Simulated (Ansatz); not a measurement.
The elements of this relaxed trial crystal are hidden behind letters.

```
lattice vectors (Å)
   5.0037    0.0000    0.0000
   0.0000    5.0037    0.0000
   0.0000    0.0000    4.4448
fractional positions
X 0.7549 0.7549 0.7715
X 0.7549 0.2451 0.2285
X 0.2451 0.7549 0.2285
X 0.2451 0.2451 0.7715
Z 0.0000 0.0000 0.5000
Z 0.0000 0.5000 0.0000
Z 0.5000 0.0000 0.0000
Z 0.5000 0.5000 0.0000
```

All numbers below come from Ansatz, DFT PBE, scalar-relativistic, plane waves, PAW. The final run on the 8-atom cell used 420 eV, a Γ-centred 8×8×8 mesh, 0.10 eV smearing and no spin polarisation.

```
Space group                              : P-42m (No. 111)
Conventional cell                        : a = 5.004 Å, c = 4.445 Å
Volume per atom                          : 13.91 Å³
Density                                  : 11.64 g/cm³
Energy over the elements                 : −0.51 eV/atom
Gap on the 8×8×8 mesh of the 8-atom cell : 0 eV (a metal)
```

Energies are uncorrected and count from the elements' standard states at the same level.

Task: X is a d-block element of period 6 and Z is a p-block element of period 2. Which elements are they?

Result: X = Ta, Z = N, so the formula is TaN. Density times volume gives a mean mass of 11.64 × 13.91/1.6605 = 97.5 u per atom, and this set has 97.5 u. Among the elements that the hints allow, noble gases aside, only these give it. Around Ta lie 4 N at 2.04–2.11 Å; around N on a site of symmetry -42m lie 4 Ta at 2.11 Å; N on a site of symmetry 222 is surrounded by 4 Ta at 2.04 Å and 2 N at 2.50 Å; 1 more site not described.

These runs have no spin–orbit coupling, which can matter for Ta. A structure relaxed within its symmetry needn't be a true minimum.
